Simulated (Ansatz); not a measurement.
# One structure type, several compounds

The calculation used DFT, PBEsol, all-electron LAPW, scalar-relativistic in Ansatz 0.2.0.

All compounds have space group F-43m with 2 atoms in the primitive cell. V0, B0 and B0′ come from third-order Birch–Murnaghan fits to pressures at five volumes, with shape and internal coordinates held; prototypes and MP cells needn't be known phases. No run is spin-polarised.

No spin–orbit coupling, which matters for the heavy atoms here.

AlAs: Al 4a (0.000 0.000 0.000), As 4c (0.250 0.250 0.250); COD 1540257, reported; 11×11×11 mesh, smearing 0.05 eV; no spin
InSb: In 4a (0.000 0.000 0.000), Sb 4c (0.250 0.250 0.250); COD 9008853, reported; 9×9×9 mesh, smearing 0.05 eV; no spin
HgSe: Hg 4a (0.000 0.000 0.000), Se 4c (0.250 0.250 0.250); COD 1538962, reported; 8×8×8 mesh, smearing 0.01 eV; no spin

```json
{"compound": "AlAs", "V0 (Å³/atom)": "22.84", "B0 (GPa)": "?", "B0′": "4.2"}
{"compound": "InSb", "V0 (Å³/atom)": "34.64", "B0 (GPa)": "?", "B0′": "4.7"}
{"compound": "HgSe", "V0 (Å³/atom)": "28.85", "B0 (GPa)": "?", "B0′": "5.0"}
```

(1) Give the missing entry: row "AlAs", column "B0 (GPa)".

(2) Give the missing entry: row "HgSe", column "B0 (GPa)".

(3) Fill in "B0 (GPa)" for the row "InSb".

## Answers

(1) 72.

(2) 52.

(3) 43.
